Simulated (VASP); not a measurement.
The system is Yb.

```xyz
1
Lattice="-2.1515 2.1515 2.1515 2.1515 -2.1515 2.1515 2.1515 2.1515 -2.1515" Properties=species:S:1:pos:R:3 pbc="T T T"
Yb    0.0000    0.0000    0.0000
```

This isn't the form of Yb at room conditions, which is fcc.

Base run:

- Program: VASP 6.6.1
- Functional: PBE
- Potentials or basis: VASP PAW PBE potentials, release 64 (Yb)
- Cutoff: 520 eV
- k mesh: 9 × 9 × 9
- Occupations: fermi-dirac, width 0.05 eV
- Spin: collinear spin, ferromagnetic start
- Starting moments: [1.0] μB

Its results: band gap on the k mesh none (metal or under the smearing width); pressure -3.1 GPa; net moment 0.00 μB per cell.

Q: The run is repeated on the same cell with these changes: further incar settings from ALGO = Normal; EDIFF = 1e-07; NBANDS = 22 to ALGO = Normal; EDIFF = 1e-06; moments at the start from [1.0] to [2.5]. What comes out?

A: Band gap on the k mesh none (metal or under the smearing width); pressure -1.8 GPa; net moment 0.00 μB per cell.

Caveats: spin-orbit coupling is left out, which moves the levels of the heavy elements.
